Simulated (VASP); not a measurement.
Wanted: the native input for a VASP 6.6.1 run.

- Task: single point
- Functional: PBEsol
- Potentials or basis: VASP PAW PBE potentials, release 64 (Au)
- Cutoff: 520 eV
- k mesh: 12 × 12 × 1
- Occupations: gaussian, width 0.1 eV
- Spin: no spin polarisation
- Dipole correction: yes
- Further INCAR settings: ALGO = Normal; EDIFF = 1e-06; NBANDS = 36

The structure of Au lies in POSCAR:

```
Au
1.0
    2.8876514700      0.0000000000      0.0000000000
   -1.4438257350      2.5007795303      0.0000000000
    0.0000000000      0.0000000000     24.4310302087
Au
5
Direct
    0.6666666667      0.3333333333      0.3070133085
    0.3333333333      0.6666666667      0.4043291603
    0.0000000000      0.0000000000      0.4999999993
    0.6666666667      0.3333333333      0.5956708392
    0.3333333333      0.6666666667      0.6929866928
```

The slab is cut from a database's or a generator's crystal, which needn't be the stable form of the element.

The cell isn't the ideal one: bands of the relaxed slab.

The input as run:

INCAR

```
SYSTEM = Au
  PREC = Accurate
  ENCUT = 520
  EDIFF = 1E-6
  ISMEAR = 0
  SIGMA = 0.1
  LREAL = .False.
  LASPH = .True.
  NELM = 100
  ALGO = Normal
  ISIF = 2
  LWAVE = .False.
  LCHARG = .False.
  LDIPOL = .True.
  IDIPOL = 3
  DIPOL = 0.5 0.5 0.500
  GGA = PS
  NBANDS = 36
```

KPOINTS

```
regular mesh
0
Gamma
  12 12 1
  0 0 0
```

Potentials or basis: VASP PAW PBE potentials, release 64 (Au).

Launch:

```sh
$ cat potpaw_PBE.64/Au/POTCAR > POTCAR
$ mpirun -np 1 vasp_std > vasp.out
```

It gave:

- Largest force: 0.007 eV/Å
- Band gap on the k mesh: none (metal or under the smearing width)

Caveat: the PAW data sets were made with another functional, which shifts forces and pressure a little.

Run time: 3.1 min on 1 thread of AMD EPYC 7R13 Processor (Zen 3), on a shared host, peak memory 0.31 GiB.
